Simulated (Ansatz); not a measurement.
# HfN in Ansatz: the effect of functional

Crystal: HfN.

```
Hf N
1.0
     0.00000    2.30025    2.30025
     2.30025    0.00000    2.30025
     2.30025    2.30025    0.00000
Hf N
1 1
Direct
  0.00000 0.00000 0.00000
  0.50000 0.50000 0.50000
```

The cell isn't the ideal one: volume scaled by 1.06.

Alike in all runs:

| Item | Value |
| --- | --- |
| Program | Ansatz 0.2.0 |
| Task | single point |
| Potentials or basis | Ansatz PAW |
| k mesh | 10 × 10 × 10 |
| Occupations | fermi-dirac, width 0.05 eV |
| Spin | no spin polarisation |

| functional | cutoff | pressure (GPa) |
| --- | --- | --- |
| LDA | 420 eV (not typed: the program's choice for these potentials) | -21.9 |
| r2SCAN | 500 eV (not typed: the program's choice for these potentials) | -12.5 |
| PBE | 420 eV (not typed: the program's choice for these potentials) | ? |

Task: What does the run with functional PBE give?

Result: Pressure -8.4 GPa.

Caveats: the PAW data sets come from PBE, with cores solved anew for the run's functional, which leaves a small shift of forces and pressure (some runs).
